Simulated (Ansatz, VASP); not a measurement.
# One calculation of BN, two programs

```
CELL_PARAMETERS angstrom
2.35317 0.00000 0.00000
-1.17659 2.03791 0.00000
0.00000 0.00000 6.87411
ATOMIC_POSITIONS crystal
B 0.00000 0.00000 0.50000
B 0.33333 0.66667 0.00000
N 0.00000 0.00000 0.00000
N 0.66667 0.33333 0.50000
```

Alike in both runs: task single point; functional PBEsol; k mesh 12 × 12 × 4; occupations gaussian, width 0.02 eV; no spin polarisation.

```csv
,VASP,Ansatz
version,VASP 6.6.1,Ansatz 0.2.0
potentials or method,"VASP PAW PBE potentials, release 64 (B, N)","scalar-relativistic, plane waves, PAW"
plane-wave cutoff (eV),520,420
valence electrons in the cell,16,16
```

|  | VASP | Ansatz | Ansatz less VASP |
| --- | --- | --- | --- |
| gap on the k mesh at the Fermi level (eV) | 4.62 | 4.64 | +0.014 |
| least direct gap on the mesh (eV) | 4.95 | 4.96 | +0.009 |
| pressure (GPa) | 57.1 | 56.7 | -0.40 |
| largest component of the traceless stress (GPa) | 57.08 | 56.48 | -0.607 |

With one functional, cell and mesh, what is left measures potentials, basis and numerics.

Caveats: so large a pressure means that the cell lies far from this level's equilibrium, or that cutoff or potentials fall short (VASP); the potentials were made for another functional, which shifts forces and pressure (VASP); this functional lacks dispersion, which binds the layers, so the pressure and a relaxed spacing across them are unreliable. A k mesh can miss the band edges.
